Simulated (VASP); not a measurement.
# Y4N5 in VASP: a series of runs, part 2 of 2

VASP 6.6.1.

## (3) Single point, PBE

This run uses another cell than the first one, of 26.62 Å³/atom, 1.524 times its volume.

INCAR

```
SYSTEM = Y4N5
PREC = Accurate
ENCUT = 460
EDIFF = 1E-7
ISMEAR = 1
SIGMA = 0.1
LREAL = .False.
LASPH = .True.
NELM = 120
ALGO = Normal
ISIF = 2
LWAVE = .False.
LCHARG = .False.
LDIPOL = .True.
IDIPOL = 3
DIPOL = 0.5 0.5 0.500
GGA = PE
NBANDS = 52
LVHAR = .True.
LVACPOTAV = .True.
```

KPOINTS

```
Automatic mesh
0
Gamma
  9 9 1
  0 0 0
```

POSCAR

```
Y4N5
1.0
    3.4485597718      0.0000000000      0.0000000000
   -1.7242798859      2.9865403689      0.0000000000
    0.0000000000      0.0000000000     23.2629490514
N Y
5 4
Direct
    0.3333333333      0.6666666667      0.2579208675
    0.0000000000      0.0000000000      0.3789604338
    0.6666666667      0.3333333333      0.5000000000
    0.3333333333      0.6666666667      0.6210395662
    0.0000000000      0.0000000000      0.7420791325
    0.6666666667      0.3333333333      0.3184406506
    0.3333333333      0.6666666667      0.4394802169
    0.0000000000      0.0000000000      0.5605197831
    0.6666666667      0.3333333333      0.6815593494
```

Potentials or basis: VASP PAW PBE potentials, release 64 (N, Y_sv).

The run is started by

```bash
$ cat potpaw_PBE.64/N/POTCAR potpaw_PBE.64/Y_sv/POTCAR > POTCAR
$ mpirun -np 1 vasp_std > vasp.out
```

OUTCAR:

```text
SYSTEM = Y4N5
   PREC = Accurate
   ENCUT = 460
   EDIFF = 1E-7
   ISMEAR = 1
   LREAL = .False.
   LASPH = .True.
   NELM = 120
   ISIF = 2
   GGA = PE

 Found     12 irreducible k-points:

 Following reciprocal coordinates:
            Coordinates               Weight
  0.000000  0.000000  0.000000      1.000000
  0.111111 -0.000000  0.000000      6.000000
  0.222222 -0.000000  0.000000      6.000000
  0.333333  0.000000  0.000000      6.000000
  0.444444 -0.000000  0.000000      6.000000
  0.111111  0.111111  0.000000      6.000000
   k-points           NKPTS =     12   k-points in BZ     NKDIM =     12   number of bands    NBANDS=     52
   number of dos      NEDOS =    301   number of ions     NIONS =      9
   total plane-waves  NPLWV =  96768
   dimension x,y,z NGX =    24 NGY =   24 NGZ =  168
   dimension x,y,z NGXF=    48 NGYF=   48 NGZF=  336
   ions per type =               5   4
   NGX,Y,Z   is equivalent  to a cutoff of  11.57, 11.57, 12.01 a.u.
   NGXF,Y,Z  is equivalent  to a cutoff of  23.14, 23.14, 24.01 a.u.
 SYSTEM =  Y4N5
   PREC   = accura    normal or accurate (medium, high low for compatibility)
   ISTART =      0    job   : 0-new  1-cont  2-samecut
   ICHARG =      2    charge: 1-file 2-atom 10-const
   ISPIN  =      1    spin polarized calculation?
   LNONCOLLINEAR =      F non collinear calculations
   LSORBIT =      F    spin-orbit coupling
   LASPH  =      T    aspherical Exc in radial PAW
   ENCUT  =  460.0 eV  33.81 Ry    5.81 a.u.   6.03  6.03 40.68*2*pi/ulx,y,z
   NELM   =    120;   NELMIN=  2; NELMDL= -5     # of ELM steps
   EDIFF  = 0.1E-06   stopping-criterion for ELM
   LREAL  =      F    real-space projection
   EDIFFG = 0.1E-05   stopping-criterion for IOM
   NSW    =      0    number of steps for IOM
   IBRION =     -1    ionic relax: 0-MD 1-quasi-New 2-CG
   NFREE  =      0    steps in history (QN), initial steepest desc. (CG)
   ISIF   =      2    stress and relaxation
   ISYM   =      2    0-nonsym 1-usesym 2-fastsym
   POTIM  = 0.5000    time-step for ionic-motion
   TEBEG  =    0.0;   TEEND  =   0.0 temperature during run
   PSTRESS=    0.0 pullay stress
   NELECT =      69.0000    total number of electrons
   NUPDOWN=      -1.0000    fix difference up-down
   EMIN   =  10.00;   EMAX   =-10.00  energy-range for DOS
[... 22 lines left out ...]
   NGX = 13   NGY = 13   NGZ = 81

 dipolmoment           0.000000      0.000000     -0.000000 electrons x Angstroem

 number of electron      69.0000003 magnetization

 dipolmoment           0.000000      0.000000      0.000000 electrons x Angstroem

 Free energy of the ion-electron system (eV)
  ---------------------------------------------------
  ext. energy  EPLUGINS =         0.00000000
  ---------------------------------------------------
  free energy    TOTEN  =       -73.50936619 eV

  energy without entropy =      -73.49180441  energy(sigma->0) =      -73.50351226

 E-fermi :  -1.7022     XC(G=0):  -6.6135

 val. band max:       -1.7121722074   @ k =   0.1111   0.1111   0.0000
 cond. band min:      -1.6956457976   @ k =   0.2222   0.1111   0.0000
 fundamental gap:      0.0165264098
 Fermi energy:        -1.7022457484

 k-point     1 :       0.0000    0.0000    0.0000
  band No.  band energies     occupation
      1     -42.7735      2.00000
      2     -42.7121      2.00000
      3     -42.3367      2.00000
      4     -42.3363      2.00000
      5     -23.4233      2.00000
      6     -22.9837      2.00000
[... 283 lines left out ...]
     45       3.6109      0.00000
     46       3.9706      0.00000

 [... further k-points ...]

 [bands above 46 left out]

------------------------ aborting loop because EDIFF is reached ----------------------------------------

  FORCE on cell =-STRESS in cart. coord.  units (eV):
  Direction    XX          YY          ZZ          XY          YZ          ZX
  --------------------------------------------------------------------------------------
  -------------------------------------------------------------------------------------
  Total        0.3398705      0.3398705     -3.8280438     -0.0000000      0.0000000     -0.0000000
  in kB        2.2727578      2.2727578    -25.5986207     -0.0000000      0.0000000     -0.0000000
  external PRESSURE =      -7.0177017 kB  Pullay stress =       0.0000000 kB

 VOLUME and BASIS-vectors are now :
 -----------------------------------------------------------------------------
  energy-cutoff  :      460.00
  volume of cell :      239.59
      direct lattice vectors                 reciprocal lattice vectors
     3.448559772  0.000000000  0.000000000     0.289976125  0.167417794  0.000000000
    -1.724279886  2.986540369  0.000000000     0.000000000  0.334835588  0.000000000
     0.000000000  0.000000000 23.262949051     0.000000000  0.000000000  0.042986811

 POSITION                                       TOTAL-FORCE (eV/Angst)
 -----------------------------------------------------------------------------------
     -0.00000      1.99103      6.00000         0.000000     -0.000000      1.840806
      0.00000      0.00000      8.81574        -0.000000      0.000000      0.349086
      1.72428      0.99551     11.63147        -0.000000      0.000000     -0.000000
     -0.00000      1.99103     14.44721         0.000000     -0.000000     -0.349086
      0.00000      0.00000     17.26295        -0.000000      0.000000     -1.840806
      1.72428      0.99551      7.40787         0.000000      0.000000     -2.258558
     -0.00000      1.99103     10.22361         0.000000     -0.000000     -0.092719
      0.00000      0.00000     13.03934        -0.000000      0.000000      0.092719
      1.72428      0.99551     15.85508         0.000000      0.000000      2.258558
 -----------------------------------------------------------------------------------
    total drift:                                0.000000     -0.000000      0.000000

  FREE ENERGIE OF THE ION-ELECTRON SYSTEM (eV)
  ---------------------------------------------------
  free  energy   TOTEN  =       -73.5093661891 eV

  energy  without entropy=      -73.4918044140  energy(sigma->0) =      -73.50351226

 vacuum level on the upper side and lower side of the slab         6.436         6.436
```

OSZICAR:

```text
N       E                     dE             d eps       ncg     rms          rms(c)
DAV:   1     0.447293532418E+03    0.44729E+03   -0.31533E+04  1320   0.112E+03
DAV:   2    -0.312943116713E+02   -0.47859E+03   -0.45592E+03  1484   0.318E+02
DAV:   3    -0.811073159880E+02   -0.49813E+02   -0.48789E+02  1792   0.797E+01
[... 20 lines left out ...]
DAV:  24    -0.735093514759E+02   -0.11979E-04   -0.24921E-06  1436   0.491E-03    0.502E-03
DAV:  25    -0.735093635713E+02   -0.12095E-04   -0.48654E-07  1240   0.270E-03    0.292E-03
DAV:  26    -0.735093631758E+02    0.39544E-06   -0.63578E-08   948   0.106E-03    0.180E-03
DAV:  27    -0.735093655819E+02   -0.24061E-05   -0.79983E-08  1024   0.111E-03    0.108E-03
DAV:  28    -0.735093661259E+02   -0.54398E-06   -0.34854E-08   920   0.682E-04    0.747E-04
DAV:  29    -0.735093661891E+02   -0.63153E-07   -0.92562E-09   804   0.427E-04
   1 F= -.73509366E+02 E0= -.73503512E+02  d E =-.175618E-01
```

stdout:

```text
POSCAR found type information on POSCAR N Y
 POSCAR found :  2 types and       9 ions
 scaLAPACK will be used
 LDA part: xc-table for (Slater+PW92), standard interpolation
 POSCAR, INCAR and KPOINTS ok, starting setup
 FFT: planning ... GRIDC
 FFT: planning ... GRID_SOFT
 FFT: planning ... GRID
 WAVECAR not read
 entering main loop
 -----------------------------------------------------------------------------
|                                                                             |
|           W    W    AA    RRRRR   N    N  II  N    N   GGGG   !!!           |
|           W    W   A  A   R    R  NN   N  II  NN   N  G    G  !!!           |
|           W    W  A    A  R    R  N N  N  II  N N  N  G       !!!           |
|           W WW W  AAAAAA  RRRRR   N  N N  II  N  N N  G  GGG   !            |
|           WW  WW  A    A  R   R   N   NN  II  N   NN  G    G                |
|           W    W  A    A  R    R  N    N  II  N    N   GGGG   !!!           |
|                                                                             |
|     Did not find any points to average over, which means that no vacuum     |
|     field-free region was found. Please increase the size of  your cell     |
|     in the dimension of the dipole correction to obtain accurate            |
|     workfunction values.                                                    |
|                                                                             |
 -----------------------------------------------------------------------------
```

It took 2.3 min on 1 thread of Intel Xeon 6975P-C (Granite Rapids), shared host; peak memory 0.34 GiB.

The run converged, but some of its settings lie outside the range that counts as converged, so its numbers aren't taken as properties of the slab.

Results:

```
Free energy                     : -73.5094 eV
Largest force                   : 2.259 eV/Å
Band gap on the k mesh          : none (metal or under the smearing width)
Work function of the upper face : 8.14 eV
Work function of the lower face : 8.14 eV
```

Caveat: the cutoff is under 1.25 times the usual one of these potentials, so pressure, stress and relaxed cells hold a basis-set (Pulay) error.

## (4) Single point, PBE

This run uses another cell than the first one, of 24.33 Å³/atom, 1.393 times its volume.

Edit INCAR of step 3 so:

```diff
@@ -13,5 +13,2 @@
 LCHARG = .False.
-LDIPOL = .True.
-IDIPOL = 3
-DIPOL = 0.5 0.5 0.500
 GGA = PE
@@ -20 +17,2 @@
 LVACPOTAV = .True.
+IDIPOL = 3
```

KPOINTS

```
Automatic mesh
0
Gamma
  11 11 1
  0 0 0
```

POSCAR

```
Y4N5
1.0
    3.4485597718      0.0000000000      0.0000000000
   -1.7242798859      2.9865403689      0.0000000000
    0.0000000000      0.0000000000     21.2629490514
N Y
5 4
Direct
    0.3333333333      0.6666666667      0.2351508245
    0.0000000000      0.0000000000      0.3675754122
    0.6666666667      0.3333333333      0.5000000000
    0.3333333333      0.6666666667      0.6324245878
    0.0000000000      0.0000000000      0.7648491755
    0.6666666667      0.3333333333      0.3013631183
    0.3333333333      0.6666666667      0.4337877061
    0.0000000000      0.0000000000      0.5662122939
    0.6666666667      0.3333333333      0.6986368817
```

The run is started by

```bash
$ cat potpaw_PBE.64/N/POTCAR potpaw_PBE.64/Y_sv/POTCAR > POTCAR
$ mpirun -np 1 vasp_std > vasp.out
```

Run time: 2.6 min. Hardware: 1 thread of Intel Xeon 6975P-C (Granite Rapids), shared host; peak memory 0.34 GiB.

These settings aren't checked as converged: the numbers below hold their error.

What came out:

```
Free energy            : -73.5110 eV
Largest force          : 2.252 eV/Å
Band gap on the k mesh : none (metal or under the smearing width)
```

Caveat: the cutoff is under 1.25 times the usual one of these potentials, so pressure, stress and relaxed cells hold a basis-set (Pulay) error.

## (5) Single point, PBE

This run uses another cell than the first one, of 26.62 Å³/atom, 1.524 times its volume.

Edit INCAR of step 4 so:

```diff
@@ -5,3 +5,3 @@
 ISMEAR = 1
-SIGMA = 0.1
+SIGMA = 0.2
 LREAL = .False.
@@ -13,2 +13,5 @@
 LCHARG = .False.
+LDIPOL = .True.
+IDIPOL = 3
+DIPOL = 0.5 0.5 0.500
 GGA = PE
@@ -17,2 +20 @@
 LVACPOTAV = .True.
-IDIPOL = 3
```

KPOINTS is that of step 4.

POSCAR

```
Y4N5
1.0
    3.4485597718      0.0000000000      0.0000000000
   -1.7242798859      2.9865403689      0.0000000000
    0.0000000000      0.0000000000     23.2629490514
N Y
5 4
Direct
    0.3333333333      0.6666666667      0.2579208675
    0.0000000000      0.0000000000      0.3789604338
    0.6666666667      0.3333333333      0.5000000000
    0.3333333333      0.6666666667      0.6210395662
    0.0000000000      0.0000000000      0.7420791325
    0.6666666667      0.3333333333      0.3184406506
    0.3333333333      0.6666666667      0.4394802169
    0.0000000000      0.0000000000      0.5605197831
    0.6666666667      0.3333333333      0.6815593494
```

The run is started by

```bash
$ cat potpaw_PBE.64/N/POTCAR potpaw_PBE.64/Y_sv/POTCAR > POTCAR
$ mpirun -np 1 vasp_std > vasp.out
```

Run time: 3 min. Hardware: 1 thread of Intel Xeon 6975P-C (Granite Rapids), shared host; peak memory 0.36 GiB.

These settings aren't checked as converged: the numbers below hold their error.

What came out:

| Property | Result |
| --- | --- |
| Free energy | -73.5350 eV |
| Largest force | 2.293 eV/Å |
| Band gap on the k mesh | none (metal or under the smearing width) |
| Work function of the upper face | 8.13 eV |
| Work function of the lower face | 8.13 eV |

Caveat: the cutoff is under 1.25 times the usual one of these potentials, so pressure, stress and relaxed cells hold a basis-set (Pulay) error.

## (6) Single point, PBE

This run uses another cell than the first one, of 33.49 Å³/atom, 1.917 times its volume.

Edit INCAR of step 5 so:

```diff
@@ -5,3 +5,3 @@
 ISMEAR = 1
-SIGMA = 0.2
+SIGMA = 0.1
 LREAL = .False.
```

KPOINTS

```
Automatic mesh
0
Gamma
  9 9 1
  0 0 0
```

POSCAR

```
Y4N5
1.0
    3.4485597718      0.0000000000      0.0000000000
   -1.7242798859      2.9865403689      0.0000000000
    0.0000000000      0.0000000000     29.2629490514
N Y
5 4
Direct
    0.3333333333      0.6666666667      0.3075561518
    0.0000000000      0.0000000000      0.4037780759
    0.6666666667      0.3333333333      0.5000000000
    0.3333333333      0.6666666667      0.5962219241
    0.0000000000      0.0000000000      0.6924438482
    0.6666666667      0.3333333333      0.3556671138
    0.3333333333      0.6666666667      0.4518890379
    0.0000000000      0.0000000000      0.5481109621
    0.6666666667      0.3333333333      0.6443328862
```

Potentials or basis: VASP PAW PBE potentials, release 64 (N, Y_sv).

The run is started by

```bash
$ cat potpaw_PBE.64/N/POTCAR potpaw_PBE.64/Y_sv/POTCAR > POTCAR
$ mpirun -np 1 vasp_std > vasp.out
```

Wall time 3.6 min (1 thread of Intel Xeon 6975P-C (Granite Rapids), shared host); peak memory 0.41 GiB.

The run converged, but some of its settings lie outside the range that counts as converged, so its numbers aren't taken as properties of the slab.

Results:

```
Free energy                     : -73.5088 eV
Largest force                   : 2.259 eV/Å
Band gap on the k mesh          : none (metal or under the smearing width)
Work function of the upper face : 8.14 eV
Work function of the lower face : 8.14 eV
```

Caveat: the cutoff is under 1.25 times the usual one of these potentials, so pressure, stress and relaxed cells hold a basis-set (Pulay) error.
